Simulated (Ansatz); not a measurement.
# Ir: straining the crystal, equal strain of all cell vectors

A series on Ir: equal strain of all cell vectors, -3 to +3 %; the shape is held and the atoms relax. Wanted: energy, stress and any gap along the series.

Computed with Ansatz 0.2.0 (DFT r2SCAN, scalar-relativistic, plane waves, PAW, unless a step's input says otherwise).

2 further runs of the same task are left out: 2 set aside as unsound or not needed.

### 1 Starting point

The structure is cubic, space group Fm-3m (No. 225). The conventional cell has a = 3.844 Å, b = 3.844 Å, c = 3.844 Å, α = 90.00°, β = 90.00°, γ = 90.00°. Ir (site symmetry m-3m) has 12 Ir at 2.72 Å as nearest neighbours.

Structure file:

```cif
data_structure
_symmetry_space_group_name_H-M 'Fm-3m'
_symmetry_Int_Tables_number 225
_cell_length_a 3.8442
_cell_length_b 3.8442
_cell_length_c 3.8442
_cell_angle_alpha 90.000
_cell_angle_beta 90.000
_cell_angle_gamma 90.000
_cell_volume 56.81
loop_
_atom_site_label
_atom_site_type_symbol
_atom_site_symmetry_multiplicity
_atom_site_Wyckoff_symbol
_atom_site_fract_x
_atom_site_fract_y
_atom_site_fract_z
_atom_site_occupancy
Ir1 Ir 4 a 0.00000 0.00000 0.00000 1
```

It goes back to an entry of the Materials Project.

### 2 Zero strain

Contents of input.yaml:

```yaml
crystal:
  lattice:
    - [1.9220887788, 1.9220887788, 0.0]
    - [-1.9220887788, 1.9220887788, 0.0]
    - [0.0, 0.0, 3.8441775576]
  atoms:
    - { symbol: Ir, position: [0.0, 0.0, 0.0] }
    - { symbol: Ir, position: [0.5, 0.5, 0.5] }
basis:
  ecutwfc: 500
kpoints:
  mp_grid: { grid: [20, 20, 14] }
hamiltonian:
  xc: r2scan
scf:
  occupations: { method: gaussian, width: 0.1 }
output:
  forces: true
  stress: true
  eigenvalues: true
```

On the command line:

```
$ ansatz run input.yaml --threads 1 --pin off --max-ram 2560MiB --backend cpu --events-out ev --progress --plain --runs-dir out
```

Standard output, shortened:

```text
Warning: RAYON_NUM_THREADS=1 ignored (pool sized by the plan → 1); use --threads N
[...]
Pseudopotentials: kind: paw
Pseudopotential: Ir, paw, valence charge 17, recommended cutoff 500 eV (meta_gga), Ir.paw.azcp
Functional definition: r2SCAN
[...]
Crystal: 2 atoms, lattice volume = 28.404 Å³
Basis set: ecut = 500 eV, 699 PW (Γ), exchange–correlation on 80×80×120 points (64 copies of the dense FFT grid, shifted against one another)
Bands: 21, of which v1, the nominal top of the filled ones, is band 17 counted from 1 (16 counted from 0)
Symmetry: 32 space group operations
Space group: Fm-3m (ITA 225), of the structure as read, at distance tolerance 3.1e-5 Å
k-points: 528 of 5600
[...]
SCF iter   1: F=—  HF=-23897.397946 eV  |F-HF|=—  |Δ(HF+E_count)|=         —  Δρ=1.10e-2  dr2=1.47e-2  dr2_τ=7.38e-2  ethr=1.77e-3  ⟨swp⟩=5.1  Hψ=44395  notcnv=0
[...]
SCF iter   6: F=-23897.453312 eV  HF=-23897.453312 eV  |F-HF|=4.32e-8  |Δ(HF+E_count)|=   5.40e-7  Δρ=1.67e-5  dr2=4.95e-8  dr2_τ=2.66e-9  ethr=2.94e-10  ⟨swp⟩=5.9  Hψ=44613  notcnv=0
[...]
SCF converged after 6 iterations
Free energy (F): -23897.453312 eV
[...]
E sigma→0 (E₀):  -23897.449360 eV
Entropy (-TS):   -0.007904 eV (-3.952 meV/atom)
Fermi energy:    25.429527 eV
[...]
--- Forces (eV/Å), atoms counted from 1 ---
  atom   1  Ir    -0.00000000    -0.00000000     0.00000000
  atom   2  Ir     0.00000000    -0.00000000    -0.00000000
[...]
--- Stress (GPa, compression-positive) ---
       -0.043839       0.000000       0.000000
        0.000000      -0.043839       0.000000
        0.000000       0.000000       0.076298
  P = ⅓ Tr σ = -0.0038 GPa (-0.038 kbar)
--- Band table (eV; the first three rows and the last of 528) ---
  k-point 0: bands = ["-69.4773", "-69.3790", "-26.1020", "-25.6197", "-25.6197", "-25.3117", "-25.3098", "-25.3098", "13.9869", "17.2958", "17.8739", "21.4731", "21.4731", "21.4741", "24.1696", "24.1718", "26.2981", "27.0266", "27.0266", "27.2232", "36.5227"]
[...]
```

It took 27 s on 1 thread of Intel Xeon Platinum 8259CL at 2.50GHz (Skylake/Cascade Lake), shared host; peak memory 0.66 GiB.

The crystal is set up in a cell of 2 atoms whose axes suit the strains; its energy is the zero of the series.

### 3 At -1.0 %

Changes to input.yaml since step 2:

```diff
@@ -2,5 +2,5 @@
   lattice:
-    - [1.9220887788, 1.9220887788, 0.0]
-    - [-1.9220887788, 1.9220887788, 0.0]
-    - [0.0, 0.0, 3.8441775576]
+    - [1.902867891, 1.902867891, 0.0]
+    - [-1.902867891, 1.902867891, 0.0]
+    - [0.0, 0.0, 3.805735782]
   atoms:
```

On the command line:

```
$ ansatz run input.yaml --threads 1 --pin off --max-ram 2560MiB --backend cpu --events-out ev --progress --plain --runs-dir out
```

Standard output, shortened:

```text
Warning: RAYON_NUM_THREADS=1 ignored (pool sized by the plan → 1); use --threads N
[...]
[... 3 set-up lines as earlier in the session ...]
[...]
Crystal: 2 atoms, lattice volume = 27.560 Å³
Basis set: ecut = 500 eV, 681 PW (Γ), exchange–correlation on 80×80×120 points (64 copies of the dense FFT grid, shifted against one another)
Bands: 21, of which v1, the nominal top of the filled ones, is band 17 counted from 1 (16 counted from 0)
[... 1 set-up line as earlier in the session ...]
Space group: Fm-3m (ITA 225), of the structure as read, at distance tolerance 3.0e-5 Å
k-points: 528 of 5600
[...]
SCF iter   1: F=—  HF=-23897.361879 eV  |F-HF|=—  |Δ(HF+E_count)|=         —  Δρ=1.12e-2  dr2=1.54e-2  dr2_τ=8.35e-2  ethr=1.77e-3  ⟨swp⟩=5.1  Hψ=44982  notcnv=0
[...]
SCF iter   6: F=-23897.421935 eV  HF=-23897.421935 eV  |F-HF|=4.35e-8  |Δ(HF+E_count)|=   4.99e-7  Δρ=1.79e-5  dr2=5.19e-8  dr2_τ=3.06e-9  ethr=2.94e-10  ⟨swp⟩=5.9  Hψ=46307  notcnv=0
[...]
SCF converged after 6 iterations
Free energy (F): -23897.421935 eV
[...]
E sigma→0 (E₀):  -23897.418169 eV
Entropy (-TS):   -0.007532 eV (-3.766 meV/atom)
Fermi energy:    26.417852 eV
[...]
--- Forces (eV/Å), atoms counted from 1 ---
  atom   1  Ir     0.00000000    -0.00000000     0.00000000
  atom   2  Ir     0.00000000    -0.00000000     0.00000000
[...]
--- Stress (GPa, compression-positive) ---
       12.243162       0.000000       0.000000
       -0.000000      12.243162       0.000000
        0.000000       0.000000      12.373492
  P = ⅓ Tr σ = 12.2866 GPa (122.866 kbar)
--- Band table (eV; the first three rows and the last of 528) ---
  k-point 0: bands = ["-68.5841", "-68.4710", "-25.2626", "-24.7261", "-24.7261", "-24.3845", "-24.3826", "-24.3826", "14.6455", "17.9182", "18.5164", "22.2731", "22.2731", "22.2741", "25.1055", "25.1077", "27.3427", "28.1026", "28.1026", "28.2189", "37.9522"]
[...]
```

Wall time 28 s (1 thread of Intel Xeon Platinum 8259CL at 2.50GHz (Skylake/Cascade Lake), shared host); peak memory 0.65 GiB.

The cell is held at each strain. Atoms start from the nearest strain of the same sign that is done. Symmetry fixes all atoms here, so a single point is enough.

### 4 Strain +1.0 %

Changes to input.yaml since step 3:

```diff
@@ -2,5 +2,5 @@
   lattice:
-    - [1.902867891, 1.902867891, 0.0]
-    - [-1.902867891, 1.902867891, 0.0]
-    - [0.0, 0.0, 3.805735782]
+    - [1.9413096666, 1.9413096666, 0.0]
+    - [-1.9413096666, 1.9413096666, 0.0]
+    - [0.0, 0.0, 3.8826193332]
   atoms:
```

On the command line:

```
$ ansatz run input.yaml --threads 1 --pin off --max-ram 2560MiB --backend cpu --events-out ev --progress --plain --runs-dir out
```

Standard output, shortened:

```text
Warning: RAYON_NUM_THREADS=1 ignored (pool sized by the plan → 1); use --threads N
[...]
[... 3 set-up lines as earlier in the session ...]
[...]
Crystal: 2 atoms, lattice volume = 29.265 Å³
Basis set: ecut = 500 eV, 727 PW (Γ), exchange–correlation on 96×96×120 points (64 copies of the dense FFT grid, shifted against one another)
Bands: 21, of which v1, the nominal top of the filled ones, is band 17 counted from 1 (16 counted from 0)
[... 2 set-up lines as earlier in the session ...]
k-points: 528 of 5600
[...]
SCF iter   1: F=—  HF=-23897.372980 eV  |F-HF|=—  |Δ(HF+E_count)|=         —  Δρ=1.08e-2  dr2=1.40e-2  dr2_τ=6.57e-2  ethr=1.77e-3  ⟨swp⟩=5.1  Hψ=43897  notcnv=0
[...]
SCF iter   6: F=-23897.424357 eV  HF=-23897.424357 eV  |F-HF|=4.80e-8  |Δ(HF+E_count)|=   6.05e-7  Δρ=1.74e-5  dr2=5.89e-8  dr2_τ=2.94e-9  ethr=2.94e-10  ⟨swp⟩=4.1  Hψ=45515  notcnv=0
[...]
SCF converged after 6 iterations
Free energy (F): -23897.424357 eV
[...]
E sigma→0 (E₀):  -23897.420207 eV
Entropy (-TS):   -0.008301 eV (-4.150 meV/atom)
Fermi energy:    24.479008 eV
[...]
--- Forces (eV/Å), atoms counted from 1 ---
  atom   1  Ir     0.00000000    -0.00000000     0.00000000
  atom   2  Ir    -0.00000000    -0.00000000    -0.00000000
[...]
--- Stress (GPa, compression-positive) ---
      -10.494413      -0.000000       0.000000
       -0.000000     -10.494413       0.000000
        0.000000       0.000000     -10.384540
  P = ⅓ Tr σ = -10.4578 GPa (-104.578 kbar)
--- Band table (eV; the first three rows and the last of 528) ---
  k-point 0: bands = ["-70.3371", "-70.2518", "-26.9134", "-26.4799", "-26.4799", "-26.2021", "-26.2002", "-26.2002", "13.3581", "16.6945", "17.2529", "20.7015", "20.7015", "20.7024", "23.2689", "23.2712", "25.2947", "25.9934", "25.9934", "26.2724", "35.1518"]
[...]
```

Run time: 34 s. Hardware: 1 thread of Intel Xeon Platinum 8259CL at 2.50GHz (Skylake/Cascade Lake), shared host; peak memory 0.65 GiB.

### 5 Strain -2.0 %

Changes to input.yaml since step 4:

```diff
@@ -2,5 +2,5 @@
   lattice:
-    - [1.9413096666, 1.9413096666, 0.0]
-    - [-1.9413096666, 1.9413096666, 0.0]
-    - [0.0, 0.0, 3.8826193332]
+    - [1.8836470032, 1.8836470032, 0.0]
+    - [-1.8836470032, 1.8836470032, 0.0]
+    - [0.0, 0.0, 3.7672940065]
   atoms:
```

On the command line:

```
$ ansatz run input.yaml --threads 1 --pin off --max-ram 2560MiB --backend cpu --events-out ev --progress --plain --runs-dir out
```

Standard output, shortened:

```text
Warning: RAYON_NUM_THREADS=1 ignored (pool sized by the plan → 1); use --threads N
[...]
[... 3 set-up lines as earlier in the session ...]
[...]
Crystal: 2 atoms, lattice volume = 26.734 Å³
Basis set: ecut = 500 eV, 673 PW (Γ), exchange–correlation on 80×80×120 points (64 copies of the dense FFT grid, shifted against one another)
Bands: 21, of which v1, the nominal top of the filled ones, is band 17 counted from 1 (16 counted from 0)
[... 2 set-up lines as earlier in the session ...]
k-points: 528 of 5600
[...]
SCF iter   1: F=—  HF=-23897.256946 eV  |F-HF|=—  |Δ(HF+E_count)|=         —  Δρ=1.15e-2  dr2=1.61e-2  dr2_τ=9.48e-2  ethr=1.77e-3  ⟨swp⟩=5.2  Hψ=45750  notcnv=0
[...]
SCF iter   6: F=-23897.322518 eV  HF=-23897.322518 eV  |F-HF|=3.44e-8  |Δ(HF+E_count)|=   4.17e-7  Δρ=1.62e-5  dr2=3.84e-8  dr2_τ=2.39e-9  ethr=2.94e-10  ⟨swp⟩=5.9  Hψ=45190  notcnv=0
[...]
SCF converged after 6 iterations
Free energy (F): -23897.322518 eV
[...]
E sigma→0 (E₀):  -23897.318927 eV
Entropy (-TS):   -0.007183 eV (-3.592 meV/atom)
Fermi energy:    27.445604 eV
[...]
--- Forces (eV/Å), atoms counted from 1 ---
  atom   1  Ir    -0.00000000    -0.00000000     0.00000000
  atom   2  Ir     0.00000000    -0.00000000     0.00000000
[...]
--- Stress (GPa, compression-positive) ---
       26.615482       0.000000       0.000000
        0.000000      26.615482       0.000000
        0.000000       0.000000      26.757005
  P = ⅓ Tr σ = 26.6627 GPa (266.627 kbar)
--- Band table (eV; the first three rows and the last of 528) ---
  k-point 0: bands = ["-67.6566", "-67.5263", "-24.3946", "-23.7979", "-23.7979", "-23.4189", "-23.4170", "-23.4170", "15.3358", "18.5624", "19.1812", "23.1026", "23.1026", "23.1036", "26.0781", "26.0802", "28.4305", "29.2235", "29.2235", "29.2622", "39.4432"]
[...]
```

Run time: 33 s. Hardware: 1 thread of Intel Xeon Platinum 8259CL at 2.50GHz (Skylake/Cascade Lake), shared host; peak memory 0.65 GiB.

### 6 At +2.0 %

Changes to input.yaml since step 5:

```diff
@@ -2,5 +2,5 @@
   lattice:
-    - [1.8836470032, 1.8836470032, 0.0]
-    - [-1.8836470032, 1.8836470032, 0.0]
-    - [0.0, 0.0, 3.7672940065]
+    - [1.9605305544, 1.9605305544, 0.0]
+    - [-1.9605305544, 1.9605305544, 0.0]
+    - [0.0, 0.0, 3.9210611088]
   atoms:
```

On the command line:

```
$ ansatz run input.yaml --threads 1 --pin off --max-ram 2560MiB --backend cpu --events-out ev --progress --plain --runs-dir out
```

Standard output, shortened:

```text
Warning: RAYON_NUM_THREADS=1 ignored (pool sized by the plan → 1); use --threads N
[...]
[... 3 set-up lines as earlier in the session ...]
[...]
Crystal: 2 atoms, lattice volume = 30.143 Å³
Basis set: ecut = 500 eV, 775 PW (Γ), exchange–correlation on 96×96×120 points (64 copies of the dense FFT grid, shifted against one another)
Bands: 21, of which v1, the nominal top of the filled ones, is band 17 counted from 1 (16 counted from 0)
[... 2 set-up lines as earlier in the session ...]
k-points: 528 of 5600
[...]
SCF iter   1: F=—  HF=-23897.294096 eV  |F-HF|=—  |Δ(HF+E_count)|=         —  Δρ=1.06e-2  dr2=1.33e-2  dr2_τ=5.88e-2  ethr=1.77e-3  ⟨swp⟩=5.1  Hψ=43683  notcnv=0
[...]
SCF iter   7: F=-23897.342076 eV  HF=-23897.342076 eV  |F-HF|=1.18e-8  |Δ(HF+E_count)|=   1.26e-6  Δρ=6.59e-6  dr2=6.85e-9  dr2_τ=5.12e-10  ethr=2.94e-10  ⟨swp⟩=4.1  Hψ=48854  notcnv=0
[...]
SCF converged after 7 iterations
Free energy (F): -23897.342076 eV
[...]
E sigma→0 (E₀):  -23897.337714 eV
Entropy (-TS):   -0.008725 eV (-4.362 meV/atom)
Fermi energy:    23.564548 eV
[...]
--- Forces (eV/Å), atoms counted from 1 ---
  atom   1  Ir    -0.00000000    -0.00000000     0.00000000
  atom   2  Ir     0.00000000    -0.00000000    -0.00000000
[...]
--- Stress (GPa, compression-positive) ---
      -19.327609      -0.000000       0.000000
        0.000000     -19.327609       0.000000
        0.000000       0.000000     -19.229443
  P = ⅓ Tr σ = -19.2949 GPa (-192.949 kbar)
--- Band table (eV; the first three rows and the last of 528) ---
  k-point 0: bands = ["-71.1650", "-71.0909", "-27.6977", "-27.3080", "-27.3080", "-27.0577", "-27.0558", "-27.0558", "12.7573", "16.1133", "16.6526", "19.9570", "19.9570", "19.9578", "22.4019", "22.4041", "24.3306", "25.0011", "25.0011", "25.3642", "33.8365"]
[...]
```

Wall time 38 s (1 thread of Intel Xeon Platinum 8259CL at 2.50GHz (Skylake/Cascade Lake), shared host); peak memory 0.69 GiB.

### 7 Strain -3.0 %

Changes to input.yaml since step 6:

```diff
@@ -2,5 +2,5 @@
   lattice:
-    - [1.9605305544, 1.9605305544, 0.0]
-    - [-1.9605305544, 1.9605305544, 0.0]
-    - [0.0, 0.0, 3.9210611088]
+    - [1.8644261154, 1.8644261154, 0.0]
+    - [-1.8644261154, 1.8644261154, 0.0]
+    - [0.0, 0.0, 3.7288522309]
   atoms:
```

On the command line:

```
$ ansatz run input.yaml --threads 1 --pin off --max-ram 2560MiB --backend cpu --events-out ev --progress --plain --runs-dir out
```

Standard output, shortened:

```text
Warning: RAYON_NUM_THREADS=1 ignored (pool sized by the plan → 1); use --threads N
[...]
[... 3 set-up lines as earlier in the session ...]
[...]
Crystal: 2 atoms, lattice volume = 25.924 Å³
Basis set: ecut = 500 eV, 673 PW (Γ), exchange–correlation on 80×80×120 points (64 copies of the dense FFT grid, shifted against one another)
Bands: 21, of which v1, the nominal top of the filled ones, is band 17 counted from 1 (16 counted from 0)
[... 2 set-up lines as earlier in the session ...]
k-points: 528 of 5600
[...]
SCF iter   1: F=—  HF=-23897.074467 eV  |F-HF|=—  |Δ(HF+E_count)|=         —  Δρ=1.18e-2  dr2=1.66e-2  dr2_τ=1.08e-1  ethr=1.77e-3  ⟨swp⟩=5.2  Hψ=46293  notcnv=0
[...]
SCF iter   6: F=-23897.146586 eV  HF=-23897.146586 eV  |F-HF|=2.57e-8  |Δ(HF+E_count)|=   3.37e-7  Δρ=1.45e-5  dr2=2.74e-8  dr2_τ=1.93e-9  ethr=2.94e-10  ⟨swp⟩=5.9  Hψ=44661  notcnv=0
[...]
SCF converged after 6 iterations
Free energy (F): -23897.146586 eV
[...]
E sigma→0 (E₀):  -23897.143158 eV
Entropy (-TS):   -0.006855 eV (-3.428 meV/atom)
Fermi energy:    28.514546 eV
[...]
--- Forces (eV/Å), atoms counted from 1 ---
  atom   1  Ir     0.00000000    -0.00000000     0.00000000
  atom   2  Ir     0.00000000    -0.00000000     0.00000000
[...]
--- Stress (GPa, compression-positive) ---
       43.352809      -0.000000       0.000000
       -0.000000      43.352809       0.000000
        0.000000       0.000000      43.507356
  P = ⅓ Tr σ = 43.4043 GPa (434.043 kbar)
--- Band table (eV; the first three rows and the last of 528) ---
  k-point 0: bands = ["-66.6935", "-66.5434", "-23.4973", "-22.8336", "-22.8336", "-22.4131", "-22.4113", "-22.4113", "16.0598", "19.2295", "19.8692", "23.9627", "23.9627", "23.9638", "27.0891", "27.0911", "29.5633", "30.3561", "30.3915", "30.3915", "40.9988"]
[...]
```

Run time: 35 s. Hardware: 1 thread of Intel Xeon Platinum 8259CL at 2.50GHz (Skylake/Cascade Lake), shared host; peak memory 0.64 GiB.

### 8 At +3.0 %

Changes to input.yaml since step 7:

```diff
@@ -2,5 +2,5 @@
   lattice:
-    - [1.8644261154, 1.8644261154, 0.0]
-    - [-1.8644261154, 1.8644261154, 0.0]
-    - [0.0, 0.0, 3.7288522309]
+    - [1.9797514422, 1.9797514422, 0.0]
+    - [-1.9797514422, 1.9797514422, 0.0]
+    - [0.0, 0.0, 3.9595028843]
   atoms:
```

On the command line:

```
$ ansatz run input.yaml --threads 1 --pin off --max-ram 2560MiB --backend cpu --events-out ev --progress --plain --runs-dir out
```

Standard output, shortened:

```text
Warning: RAYON_NUM_THREADS=1 ignored (pool sized by the plan → 1); use --threads N
[...]
[... 3 set-up lines as earlier in the session ...]
[...]
Crystal: 2 atoms, lattice volume = 31.038 Å³
Basis set: ecut = 500 eV, 799 PW (Γ), exchange–correlation on 96×96×120 points (64 copies of the dense FFT grid, shifted against one another)
Bands: 21, of which v1, the nominal top of the filled ones, is band 17 counted from 1 (16 counted from 0)
[... 2 set-up lines as earlier in the session ...]
k-points: 528 of 5600
[...]
SCF iter   1: F=—  HF=-23897.167798 eV  |F-HF|=—  |Δ(HF+E_count)|=         —  Δρ=1.05e-2  dr2=1.27e-2  dr2_τ=5.30e-2  ethr=1.77e-3  ⟨swp⟩=5.0  Hψ=43168  notcnv=0
[...]
SCF iter   7: F=-23897.212848 eV  HF=-23897.212848 eV  |F-HF|=1.73e-8  |Δ(HF+E_count)|=   1.16e-6  Δρ=8.30e-6  dr2=1.41e-8  dr2_τ=7.77e-10  ethr=2.94e-10  ⟨swp⟩=4.0  Hψ=48583  notcnv=0
[...]
SCF converged after 7 iterations
Free energy (F): -23897.212848 eV
[...]
E sigma→0 (E₀):  -23897.208259 eV
Entropy (-TS):   -0.009177 eV (-4.589 meV/atom)
Fermi energy:    22.684922 eV
[...]
--- Forces (eV/Å), atoms counted from 1 ---
  atom   1  Ir    -0.00000000     0.00000000     0.00000000
  atom   2  Ir    -0.00000000     0.00000000    -0.00000000
[...]
--- Stress (GPa, compression-positive) ---
      -26.741902       0.000000       0.000000
       -0.000000     -26.741902       0.000000
        0.000000       0.000000     -26.657776
  P = ⅓ Tr σ = -26.7139 GPa (-267.139 kbar)
--- Band table (eV; the first three rows and the last of 528) ---
  k-point 0: bands = ["-71.9616", "-71.8972", "-28.4552", "-28.1048", "-28.1048", "-27.8793", "-27.8774", "-27.8774", "12.1833", "15.5517", "16.0724", "19.2388", "19.2388", "19.2396", "21.5673", "21.5696", "23.4043", "24.0481", "24.0481", "24.4959", "32.5744"]
[...]
```

Wall time 49 s (1 thread of Intel Xeon Platinum 8259CL at 2.50GHz (Skylake/Cascade Lake), shared host); peak memory 0.69 GiB.

### 9 All strains together

| strain (%) | ΔE (meV/atom) | a (Å) | b (Å) | c (Å) | σxx | σyy | σzz |
| --- | --- | --- | --- | --- | --- | --- | --- |
| -3.0 | 153.1 | 2.637 | 2.637 | 3.729 | 43.35 | 43.35 | 43.51 |
| -2.0 | 65.2 | 2.664 | 2.664 | 3.767 | 26.62 | 26.62 | 26.76 |
| -1.0 | 15.6 | 2.691 | 2.691 | 3.806 | 12.24 | 12.24 | 12.37 |
| +0.0 | 0.0 | 2.718 | 2.718 | 3.844 | -0.04 | -0.04 | 0.08 |
| +1.0 | 14.6 | 2.745 | 2.745 | 3.883 | -10.49 | -10.49 | -10.38 |
| +2.0 | 55.8 | 2.773 | 2.773 | 3.921 | -19.33 | -19.33 | -19.23 |
| +3.0 | 120.6 | 2.800 | 2.800 | 3.960 | -26.74 | -26.74 | -26.66 |

ΔE is over the unstrained cell. Stress in GPa, positive in compression, on the Cartesian axes of the input. 

### 10 What came out

```
                               quantity                     value
                    largest energy cost  153.1 meV/atom at -3.0 %
(1/V) d²E/dε² at zero strain, cubic fit                  3432 GPa
```

What this shows: From the curvature follows nine times the bulk modulus at fixed shape: 3432 GPa. Compression by 3 % costs 153.1 meV/atom and stretching 120.6. Spin-orbit coupling is left out for Ir.
